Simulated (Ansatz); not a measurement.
A 2-atom cell of MgSe started from a crystallographic database, relaxed with r2SCAN: the symmetry is Fm-3m (No. 225, cubic); a = 5.473 Å in the conventional setting, 20.49 Å³ an atom. Around Mg lie 6 Se at 2.74 Å; around Se lie 6 Mg at 2.74 Å. One-shot G0W0@PBE in Ansatz 0.2.0 on a 6×6×6 mesh (contour deformation, no spin-orbit coupling), from a PBE gap of 1.802 eV over the mesh points (the G0W0 gap is indirect on the mesh); the number N of bands summed and the screening cutoff rise together. (Simulation; spin polarisation is off.)

```tsv
N	cutoff (eV)	1000/N	G0W0 gap (eV)
106	100	9.434	2.870
237	180	4.219	3.029
```

Problem. Lay a straight line in 1000/N through these rows.

Solution. The slope is -0.0305 eV per unit of 1000/N and the intercept 3.158 eV.

Problem. Predict the gap at N = 448 (260 eV).

Solution. 3.158 + (-0.0305) × 2.232 = 3.090 eV; the run gives 3.095 eV, +0.005 eV from the line.

Problem. With that run's result added, what limit do the last two rows suggest?

Solution. Their slope is (3.095 − 3.029)/(2.232 − 4.219) = -0.0332, which meets 1/N = 0 at 3.17 eV, against 3.158 eV from the first line. The two lines nearly agree; the k mesh isn't extrapolated.

Spin-orbit coupling is left out.
